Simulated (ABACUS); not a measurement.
Set up this calculation in ABACUS 3.10.1, as the native input.

- Task: single point
- Functional: PBE
- Potentials or basis: PseudoDojo NC SR 0.4.1 PBE standard
- Cutoff: 1184 eV
- Density cutoff: 4735 eV
- Basis: plane waves
- k mesh: 8 × 8 × 8
- Occupations: fermi-dirac, width 0.05 eV
- Spin: no spin polarisation
- Radial cutoff of the potentials (pseudo_rcut): 7 bohr
- SCF threshold on the density: 1e-08
- Max SCF steps: 100
- Eigensolver: dav
- Mixing: broyden
- Mixing share: 0.7
- Symmetry key: 1
- Bands: 21

Crystal: PtSe.

```
Pt Se
1.0
     0.00000    3.03745    3.03745
     3.03745    0.00000    3.03745
     3.03745    3.03745    0.00000
Pt Se
1 1
Direct
  0.00000 0.00000 0.00000
  0.25000 0.25000 0.25000
```

The cell comes from a database or a generator and needn't be the stable form of this composition.

These files were run (other wordings do the same):

INPUT

```
INPUT_PARAMETERS
suffix              PtSe
calculation         scf
basis_type          pw
pseudo_dir          ./
symmetry            1
dft_functional      pbe
ecutwfc             87
pseudo_rcut         7
nspin               1
nbands              21
ks_solver           dav
smearing_method     fd
smearing_sigma      0.00367493
scf_thr             1e-08
scf_nmax            100
mixing_type         broyden
mixing_beta         0.7
cal_force           1
cal_stress          1
kpar                4
```

STRU

```
ATOMIC_SPECIES
Pt 195.0840 Pt.upf
Se 78.9710 Se.upf

LATTICE_CONSTANT
1.8897261246

LATTICE_VECTORS
0.0000000000 3.0374472300 3.0374472300
3.0374472300 0.0000000000 3.0374472300
3.0374472300 3.0374472300 0.0000000000

ATOMIC_POSITIONS
Direct

Pt
0.0
1
0.0000000000 0.0000000000 0.0000000000 1 1 1

Se
0.0
1
0.2500000000 0.2500000000 0.2500000000 1 1 1
```

KPT

```
K_POINTS
0
Gamma
8 8 8 0 0 0
```

Potentials or basis: PseudoDojo NC SR 0.4.1 PBE standard, plane waves.

The run is started by

```console
$ OMP_NUM_THREADS=1 mpirun -np 4 abacus > log
```

It gave:

* Pressure: -11.2 GPa
* Band gap on the k mesh: none (metal or under the smearing width)

Wall time 22 s on 4 MPI ranks on Intel(R) Xeon(R) Platinum 8259CL CPU @ 2.50GHz (Skylake/Cascade Lake), with other jobs on the host, peak memory 0.52 GiB a rank.
